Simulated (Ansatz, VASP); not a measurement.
## HfN in VASP and in Ansatz

```
Hf N
1.0
     0.00000    2.31849    2.31849
     2.31849    0.00000    2.31849
     2.31849    2.31849    0.00000
Hf N
1 1
Direct
  0.00000 0.00000 0.00000
  0.50000 0.50000 0.50000
```

Alike in both runs: task single point; functional PBE; k mesh 16 × 16 × 16; occupations gaussian, width 0.1 eV; no spin polarisation.

```csv
,VASP,Ansatz
version,VASP 6.6.1,Ansatz 0.2.0
potentials or method,"VASP PAW PBE potentials, release 64 (Hf_pv, N)","scalar-relativistic, plane waves, PAW"
plane-wave cutoff (eV),520,420
valence electrons in the cell,15,31
```

```tsv
	VASP	Ansatz	Ansatz less VASP
gap on the k mesh at the Fermi level (eV)	none	none	-
pressure (GPa)	-15.7	-13.6	+2.13
```

A gap of «none» marks a metal or a gap that the smearing closes. With one functional, cell and mesh, what is left measures potentials, basis and numerics. The two sets of potentials don't hold the same shells in valence.

Caveats: so large a pressure means that the cell lies far from this level's equilibrium, or that cutoff or potentials fall short (VASP). The runs have no spin-orbit coupling, so splittings on Hf are missing.
